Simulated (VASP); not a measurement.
Input of a VASP 6.6.1 run:

File POSCAR:

```
C
1.0
    2.4558828790      0.0000000000      0.0000000000
   -1.2279414395      2.1268569620      0.0000000000
    0.0000000000      0.0000000000      7.0522722916
C
4
Direct
    0.0000000000      0.0000000000      0.7500000000
    0.0000000000      0.0000000000      0.2500000000
    0.3333333333      0.6666666667      0.7500000000
    0.6666666667      0.3333333333      0.2500000000
```

INCAR.step1

```
PREC = Accurate
ENCUT = 520
ISMEAR = 0
SIGMA = 0.1
LREAL = False
LASPH = True
NELM = 100
NBANDS = 16
GGA = PE
ALGO = Normal
EDIFF = 1E-4
LWAVE = True
LCHARG = False
```

The input INCAR.step2:

```
PREC = Accurate
ENCUT = 520
EDIFF = 1E-6
ISMEAR = 0
SIGMA = 0.1
LREAL = False
LASPH = True
NELM = 100
ALGO = Normal
ISIF = 2
LWAVE = False
LCHARG = True
METAGGA = R2SCAN
LMIXTAU = True
LELF = True
LVHAR = True
NBANDS = 16
ISTART = 1
```

File KPOINTS:

```
Automatic mesh
0
Gamma
  21 21 6
```

Potentials or basis: VASP PAW PBE potentials, release 64 (C).

Command:

```console
$ cat potpaw_PBE.64/C/POTCAR > POTCAR
$ cp INCAR.step1 INCAR
$ mpirun -np 1 vasp_std > vasp.out
$ cp INCAR.step2 INCAR
$ mpirun -np 1 vasp_std > vasp.out
```

Task: What does it give for the band gap on the k mesh?

Result: None (metal or under the smearing width).

Task: Predict the pressure.

Result: 0.6 GPa.

Stress tensor (GPa, compression positive):
```
 1.01  0.00  0.00
 0.00  1.01  0.00
 0.00  0.00 -0.10
```

Caveat: the PAW data sets were made with another functional, which shifts forces and pressure a little.
